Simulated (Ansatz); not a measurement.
# Property card for Bi2Te

Level of theory: DFT r2SCAN, scalar-relativistic, plane waves, PAW (Ansatz).

Cutoff 500 eV; k points 8×8×8 on the computed 6-atom cell (Γ-centred); Gaussian smearing, width 0.10 eV; no spin polarisation.

The structure is relaxed at this level of theory with its symmetry kept. Whether it is the stable form of this composition wasn't checked.

```yaml
crystal:
  lattice:
    - [-4.14239, 4.14239, 3.09453]
    - [4.14239, -4.14239, 3.09453]
    - [4.14239, 4.14239, -3.09453]
  atoms:
    - { symbol: Bi, position: [0.37500, 0.62503, 0.75003] }
    - { symbol: Bi, position: [0.87500, 0.62497, 0.24997] }
    - { symbol: Bi, position: [0.37497, 0.12500, 0.74997] }
    - { symbol: Bi, position: [0.37503, 0.62500, 0.25003] }
    - { symbol: Te, position: [0.00000, 0.00000, 0.00000] }
    - { symbol: Te, position: [0.75000, 0.25000, 0.50000] }
```

- Space group: I4_1/amd (No. 141)
- Volume per atom: 35.40 Å³
- Formation energy from the elements' standard states (uncorrected): -0.051 eV/atom
- Generalised Kohn–Sham band gap: none (metal)
- Density of states at the Fermi level: 1.68 states/eV per cell
- Löwdin character within 0.5 eV of the Fermi level: Bi 6p 71 %, Te 5p 20 %
- Bader charges (e): Bi (4 in the cell) 0.28, Te (2 in the cell) -0.56

Spin-orbit coupling is left out, which matters for the bands of heavy elements.

Cost: 1 run of about 4.4 core-minutes, on AMD EPYC 9R45 (Zen 5) (shared hosts).